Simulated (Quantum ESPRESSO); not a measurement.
# WC (Qusongite) (P1) in Quantum ESPRESSO: convergence with wavefunction cutoff

Aim: find how far wavefunction cutoff must go before the results for WC (Qusongite) settle, at LDA. This setting moves, with any that are tied to it; all else stays.

Everything below comes from runs of Quantum ESPRESSO 7.5. Logs are shortened: lines on timing, memory, paths and dates and some standing lists are left out, and cuts for length are marked.

### 1 The cell of the first run

The typed cell holds 2 atoms: a = 2.906 Å, b = 2.907 Å, c = 2.837 Å, α = 90.00°, β = 90.00°, γ = 120.00°.

The cell isn't the ideal one: atoms moved at random, drawn with an rms of 0.05 Å.

### 2 With wavefunction cutoff 50 Ry

The input, pw.in:

```
&CONTROL
  calculation = 'scf'
  prefix = 'pwscf'
  outdir = './tmp'
  pseudo_dir = './pseudo'
  tprnfor = .true.
  tstress = .true.
  disk_io = 'nowf'
/
&SYSTEM
  ibrav = 0
  nat = 2
  ntyp = 2
  ecutwfc = 50
  nbnd = 24
  occupations = 'smearing'
  smearing = 'mp'
  degauss = 0.00999582
/
&ELECTRONS
  conv_thr = 4d-10
  electron_maxstep = 120
  mixing_beta = 0.5
/
ATOMIC_SPECIES
W    183.8400 W.upf
C     12.0110 C.upf
CELL_PARAMETERS angstrom
   2.9065000000    0.0000000000    0.0000000000
  -1.4532500000    2.5171028361    0.0000000000
   0.0000000000    0.0000000000    2.8366000000
ATOMIC_POSITIONS crystal
W      0.0059450000    0.0066780000    0.0194740000
C      0.6820890000    0.3248480000    0.5199400000
K_POINTS automatic
6 6 5 0 0 0
```

Potentials or basis: PseudoDojo 0.4.1 SR LDA stringent.

Launch:

```sh
> OMP_NUM_THREADS=1 pw.x -in pw.in > pw.out
```

pw.out:

```text
This program is part of the open-source Quantum ESPRESSO suite
     for quantum simulation of materials; please cite
[... 6 lines left out ...]
     --------------------
     sticks:   dense  smooth     PW     G-vecs:    dense   smooth      PW
     Sum         421     421    127                 6721     6721    1183

     Using Slab Decomposition

     bravais-lattice index     =            0
     lattice parameter (alat)  =       5.4925  a.u.
     unit-cell volume          =     140.0445 (a.u.)^3
     number of atoms/cell      =            2
     number of atomic types    =            2
     number of electrons       =        32.00
     number of Kohn-Sham states=           24
     kinetic-energy cutoff     =      50.0000  Ry
     charge density cutoff     =     200.0000  Ry
     scf convergence threshold =      4.0E-10
     mixing beta               =       0.5000
     number of iterations used =            8  plain     mixing
     Exchange-correlation= SLA  PW   NOGX NOGC
                           (   1   4   0   0   0   0   0)

     celldm(1)=   5.492489  celldm(2)=   0.000000  celldm(3)=   0.000000
     celldm(4)=   0.000000  celldm(5)=   0.000000  celldm(6)=   0.000000

     crystal axes: (cart. coord. in units of alat)
               a(1) = (   1.000000   0.000000   0.000000 )
               a(2) = (  -0.500000   0.866025   0.000000 )
               a(3) = (   0.000000   0.000000   0.975950 )

     reciprocal axes: (cart. coord. in units 2 pi/alat)
               b(1) = (  1.000000  0.577350 -0.000000 )
               b(2) = (  0.000000  1.154701  0.000000 )
               b(3) = (  0.000000 -0.000000  1.024642 )

     PseudoPot. # 1 for W  read from file:
     W.upf
     Pseudo is Norm-conserving + core correction, Zval = 28.0
     Generated using ONCVPSP code by D. R. Hamann
     Using radial grid of 1380 points,  8 beta functions with:
                l(1) =   0
                l(2) =   0
                l(3) =   1
                l(4) =   1
                l(5) =   2
                l(6) =   2
                l(7) =   3
                l(8) =   3

     PseudoPot. # 2 for C  read from file:
     C.upf
     Pseudo is Norm-conserving + core correction, Zval =  4.0
     Generated using ONCVPSP code by D. R. Hamann
     Using radial grid of 1234 points,  4 beta functions with:
                l(1) =   0
                l(2) =   0
                l(3) =   1
                l(4) =   1

     atomic species   valence    mass     pseudopotential
     W                28.00   183.84000     W ( 1.00)
     C                 4.00    12.01100     C ( 1.00)

     No symmetry found

   Cartesian axes

     site n.     atom                  positions (alat units)
         1        W      tau(   1) = (   0.0026060   0.0057833   0.0190057  )
         2        C      tau(   2) = (   0.5196650   0.2813266   0.5074357  )

     number of k points=    92  Methfessel-Paxton smearing, width (Ry)=  0.0100
                       cart. coord. in units 2pi/alat
        k(    1) = (   0.0000000   0.0000000   0.0000000), wk =   0.0111111
        k(    2) = (   0.0000000   0.0000000   0.2049284), wk =   0.0222222
        k(    3) = (   0.0000000   0.0000000   0.4098569), wk =   0.0222222
        k(    4) = (   0.0000000   0.1924501   0.0000000), wk =   0.0222222
        k(    5) = (   0.0000000   0.1924501   0.2049284), wk =   0.0222222
        k(    6) = (   0.0000000   0.1924501   0.4098569), wk =   0.0222222
[... 84 lines left out ...]
        k(   91) = (  -0.3333333  -0.5773503   0.2049284), wk =   0.0222222
        k(   92) = (  -0.3333333  -0.5773503   0.4098569), wk =   0.0222222

     Dense  grid:     6721 G-vectors     FFT dimensions: (  25,  25,  25)

     Initial potential from superposition of free atoms

     starting charge      31.9995, renormalised to      32.0000
     Starting wfcs are   21 randomized atomic wfcs +    3 random wfcs

     Self-consistent Calculation

     iteration #  1     ecut=    50.00 Ry     beta= 0.50
     Davidson diagonalization with overlap
     ethr =  1.00E-02,  avg # of iterations =  4.9

     total energy              =    -669.95697345 Ry
     estimated scf accuracy    <       8.73835467 Ry
[... 71 lines left out ...]
     iteration # 12     ecut=    50.00 Ry     beta= 0.50
     Davidson diagonalization with overlap
     ethr =  1.54E-12,  avg # of iterations =  2.0

     End of self-consistent calculation

          k = 0.0000 0.0000 0.0000 (   841 PWs)   bands (ev):

   -60.3382 -19.8951 -19.8121 -19.8041   3.1941   3.1974   4.1373   5.5739
     5.5887   6.4096   6.4946  10.2563  20.2920  21.1177  21.2961  24.6530
    26.5622  26.6358  29.3507  29.9924  31.6382  39.2687  41.2346  41.9858
[... 441 lines left out ...]
   -60.3068 -20.1758 -19.9707 -19.9584   3.9896   4.1963   4.5001   4.6133
     5.0734   5.7040   6.5274  13.7590  18.1348  20.0245  21.1528  22.9982
    26.6770  27.7945  29.0857  31.1236  36.2197  37.6427  41.4071  42.4155

          k =-0.3333-0.3849-0.2049 (   837 PWs)   bands (ev):

   -60.3069 -20.1792 -19.9717 -19.9519   3.9831   4.1984   4.5046   4.6120
     5.0772   5.6933   6.5347  13.7273  18.1793  20.1792  20.9146  23.0523
    26.8923  27.7997  29.2029  30.6956  35.9586  37.4540  41.7362  42.7351

          k = 0.5000-0.0962-0.2049 (   837 PWs)   bands (ev):
[... 7 lines left out ...]
   -60.3068 -20.1762 -19.9706 -19.9582   3.9905   4.1957   4.4996   4.6130
     5.0733   5.7049   6.5267  13.7597  18.1352  20.0010  21.1902  22.9976
    26.6407  27.7887  29.0732  31.1698  36.2375  37.6829  41.3686  42.3466

          k = 0.3333 0.3849-0.2049 (   837 PWs)   bands (ev):

   -60.3069 -20.1792 -19.9717 -19.9519   3.9832   4.1983   4.5046   4.6120
     5.0772   5.6935   6.5347  13.7272  18.1816  20.1747  20.9156  23.0533
    26.8934  27.8008  29.2035  30.6893  35.9688  37.4505  41.7320  42.7418

          k =-0.1667-0.4811 0.4099 (   842 PWs)   bands (ev):
[... 37 lines left out ...]
   -60.3018 -20.1894 -20.1489 -19.9340   3.3695   3.9667   4.5331   4.6538
     4.8105   5.1901   5.4336  13.7680  18.3689  19.2493  21.6002  23.2607
    27.9723  28.2612  29.9058  32.2217  34.2554  37.1901  38.8904  41.6982

          k =-0.3333-0.3849-0.4099 (   842 PWs)   bands (ev):

   -60.3018 -20.1903 -20.1532 -19.9268   3.3602   3.9608   4.5362   4.6570
     4.8057   5.1864   5.4430  13.9224  18.2349  19.0569  21.5691  23.3531
    27.9613  28.4321  29.7407  32.2874  34.2389  36.9685  39.0769  41.9569

          k = 0.5000-0.0962-0.4099 (   842 PWs)   bands (ev):
[... 7 lines left out ...]
   -60.3018 -20.1894 -20.1492 -19.9339   3.3699   3.9674   4.5319   4.6533
     4.8107   5.1913   5.4332  13.7580  18.3773  19.2611  21.6035  23.2667
    27.9668  28.2322  29.9131  32.2317  34.2297  37.2471  38.8563  41.7028

          k = 0.3333 0.3849-0.4099 (   842 PWs)   bands (ev):

   -60.3018 -20.1903 -20.1532 -19.9268   3.3602   3.9607   4.5361   4.6571
     4.8057   5.1864   5.4430  13.9223  18.2364  19.0557  21.5680  23.3539
    27.9619  28.4327  29.7388  32.2864  34.2424  36.9655  39.0813  41.9535

          k =-0.3333-0.5774 0.2049 (   843 PWs)   bands (ev):
[... 7 lines left out ...]
   -60.2968 -20.1744 -20.0871 -20.0626   4.1385   4.2443   4.4891   4.8795
     4.8908   5.3278   5.3614  14.1054  17.7741  19.1188  21.9326  23.5004
    27.5622  29.6195  30.7375  31.8497  33.5555  35.5634  39.5529  41.0698

     the Fermi energy is    24.2865 ev

!    total energy              =    -671.28583229 Ry
     estimated scf accuracy    <          9.1E-12 Ry
     smearing contrib. (-TS)   =      -0.00016200 Ry
     internal energy E=F+TS    =    -671.28567028 Ry

     The total energy is F=E-TS. E is the sum of the following terms:
     one-electron contribution =    -283.09549305 Ry
     hartree contribution      =     179.57019643 Ry
     xc contribution           =     -96.79462037 Ry
     ewald contribution        =    -470.96575329 Ry

     convergence has been achieved in  12 iterations

     Forces acting on atoms (cartesian axes, Ry/au):

     atom    1 type  1   force =     0.02254032   -0.01540319    0.00010001
     atom    2 type  2   force =    -0.02254032    0.01540319   -0.00010001

     Total force =     0.038609     Total SCF correction =     0.000064

     Computing stress (Cartesian axis) and pressure

          total   stress  (Ry/bohr**3)                   (kbar)     P=   -63413.29
  -0.43026363  -0.00005848   0.00000200       -63293.97       -8.60        0.29
  -0.00005848  -0.43037222  -0.00000149           -8.60   -63309.94       -0.22
   0.00000200  -0.00000149  -0.43258848            0.29       -0.22   -63635.96

=------------------------------------------------------------------------------=
   JOB DONE.
=------------------------------------------------------------------------------=
```

Run time: 18 s. Hardware: 1 thread of Intel Xeon Platinum 8488C (Sapphire Rapids), shared host; peak memory 0.06 GiB.

What came out:

```yaml
Free_energy: -9133.3090 eV
Pressure: -6341.3 GPa
Largest_force: 0.702 eV/Å
Band_gap_on_the_k_mesh: none (metal or under the smearing width)
```

### 3 With wavefunction cutoff 62 Ry

Changes to pw.in since step 2:

```diff
@@ -13,3 +13,3 @@
   ntyp = 2
-  ecutwfc = 50
+  ecutwfc = 62
   nbnd = 24
```

Potentials or basis: PseudoDojo 0.4.1 SR LDA stringent.

Launch:

```sh
> OMP_NUM_THREADS=1 pw.x -in pw.in > pw.out
```

Wall time 27 s (1 thread of Intel Xeon Platinum 8488C (Sapphire Rapids), shared host); peak memory 0.08 GiB.

Results:

```yaml
Free_energy: -9342.5080 eV
Pressure: -3669.3 GPa
Largest_force: 0.975 eV/Å
Band_gap_on_the_k_mesh: none (metal or under the smearing width)
```

### 4 With wavefunction cutoff 74 Ry

Changes to pw.in since step 3:

```diff
@@ -13,3 +13,3 @@
   ntyp = 2
-  ecutwfc = 62
+  ecutwfc = 74
   nbnd = 24
```

Launch:

```sh
> OMP_NUM_THREADS=1 pw.x -in pw.in > pw.out
```

It took 30 s on 1 thread of Intel Xeon Platinum 8488C (Sapphire Rapids), shared host; peak memory 0.09 GiB.

What came out:

```
Free energy            : -9430.3266 eV
Pressure               : -1567.1 GPa
Largest force          : 1.029 eV/Å
Band gap on the k mesh : none (metal or under the smearing width)
```

### 5 With wavefunction cutoff 87 Ry

Changes to pw.in since step 4:

```diff
@@ -13,3 +13,3 @@
   ntyp = 2
-  ecutwfc = 74
+  ecutwfc = 87
   nbnd = 24
```

Launch:

```sh
> OMP_NUM_THREADS=1 pw.x -in pw.in > pw.out
```

It took 34 s on 1 thread of Intel Xeon Platinum 8488C (Sapphire Rapids), shared host; peak memory 0.11 GiB.

Results:

```
Free energy            : -9458.0763 eV
Pressure               : -382.9 GPa
Largest force          : 1.038 eV/Å
Band gap on the k mesh : none (metal or under the smearing width)
```

### 6 With wavefunction cutoff 99 Ry

Changes to pw.in since step 5:

```diff
@@ -13,3 +13,3 @@
   ntyp = 2
-  ecutwfc = 87
+  ecutwfc = 99
   nbnd = 24
```

Potentials or basis: PseudoDojo 0.4.1 SR LDA stringent.

Launch:

```sh
> OMP_NUM_THREADS=1 pw.x -in pw.in > pw.out
```

It took 43 s on 1 thread of Intel Xeon Platinum 8488C (Sapphire Rapids), shared host; peak memory 0.13 GiB.

The run converged. Its results:

| Item | Value |
| --- | --- |
| Free energy | -9462.5529 eV |
| Pressure | -64.2 GPa |
| Largest force | 1.037 eV/Å |
| Band gap on the k mesh | none (metal or under the smearing width) |

### 7 With wavefunction cutoff 112 Ry

Changes to pw.in since step 6:

```diff
@@ -13,3 +13,3 @@
   ntyp = 2
-  ecutwfc = 99
+  ecutwfc = 112
   nbnd = 24
```

Launch:

```sh
> OMP_NUM_THREADS=1 pw.x -in pw.in > pw.out
```

It took 59 s on 1 thread of Intel Xeon Platinum 8488C (Sapphire Rapids), shared host; peak memory 0.15 GiB.

It converged, with:

```
Free energy            : -9463.0220 eV
Pressure               : -11.8 GPa
Largest force          : 1.036 eV/Å
Band gap on the k mesh : none (metal or under the smearing width)
```

### 8 With wavefunction cutoff 124 Ry

Changes to pw.in since step 7:

```diff
@@ -13,3 +13,3 @@
   ntyp = 2
-  ecutwfc = 112
+  ecutwfc = 124
   nbnd = 24
```

Launch:

```sh
> OMP_NUM_THREADS=1 pw.x -in pw.in > pw.out
```

It took 67 s on 1 thread of Intel Xeon Platinum 8488C (Sapphire Rapids), shared host; peak memory 0.18 GiB.

The run converged. Its results:

```yaml
Free_energy: -9463.0355 eV
Pressure: -9.1 GPa
Largest_force: 1.036 eV/Å
Band_gap_on_the_k_mesh: none (metal or under the smearing width)
```

### 9 With wavefunction cutoff 149 Ry

Changes to pw.in since step 8:

```diff
@@ -13,3 +13,3 @@
   ntyp = 2
-  ecutwfc = 124
+  ecutwfc = 149
   nbnd = 24
```

Potentials or basis: PseudoDojo 0.4.1 SR LDA stringent.

Launch:

```sh
> OMP_NUM_THREADS=1 pw.x -in pw.in > pw.out
```

Run time: 1.7 min. Hardware: 1 thread of Intel Xeon Platinum 8488C (Sapphire Rapids), shared host; peak memory 0.22 GiB.

It converged, with:

- Free energy: -9463.0360 eV
- Pressure: -9.1 GPa
- Largest force: 1.036 eV/Å
- Band gap on the k mesh: none (metal or under the smearing width)

### 10 With wavefunction cutoff 186 Ry

Changes to pw.in since step 9:

```diff
@@ -13,3 +13,3 @@
   ntyp = 2
-  ecutwfc = 149
+  ecutwfc = 186
   nbnd = 24
```

Launch:

```sh
> OMP_NUM_THREADS=1 pw.x -in pw.in > pw.out
```

It took 2.7 min on 1 thread of Intel Xeon Platinum 8488C (Sapphire Rapids), shared host; peak memory 0.3 GiB.

Results (log left out):

| Item | Value |
| --- | --- |
| Free energy | -9463.0367 eV |
| Pressure | -9.1 GPa |
| Largest force | 1.036 eV/Å |
| Band gap on the k mesh | none (metal or under the smearing width) |

### 11 Result

| wavefunction cutoff | energy less the tightest run, at zero smearing (meV/atom) | pressure (GPa) | largest force (eV/Å) | SCF cycles | CPU time (s) | peak memory (GiB) |
| --- | --- | --- | --- | --- | --- | --- |
| 50 Ry | 164863.74 | -6341.33 | 0.702 | 12 | 18 | 0.06 |
| 62 Ry | 60264.23 | -3669.26 | 0.975 | 10 | 27 | 0.08 |
| 74 Ry | 16354.96 | -1567.11 | 1.029 | 10 | 30 | 0.09 |
| 87 Ry | 2480.16 | -382.85 | 1.038 | 9 | 34 | 0.11 |
| 99 Ry | 241.91 | -64.17 | 1.037 | 9 | 43 | 0.13 |
| 112 Ry | 7.35 | -11.78 | 1.036 | 9 | 59 | 0.15 |
| 124 Ry | 0.61 | -9.10 | 1.036 | 9 | 67 | 0.18 |
| 149 Ry | 0.33 | -9.09 | 1.036 | 9 | 100 | 0.22 |
| 186 Ry | 0.00 | -9.10 | 1.036 | 9 | 160 | 0.3 |

Against the tightest run, the energy stays within 1 meV/atom from 124 Ry on; the pressure stays within 0.1 GPa from 124 Ry on; the largest force stays within 0.005 eV/Å from 87 Ry on. The tightest run that finished is the yardstick and may itself not be fully converged.

Caveats: all runs use coarse meshes.
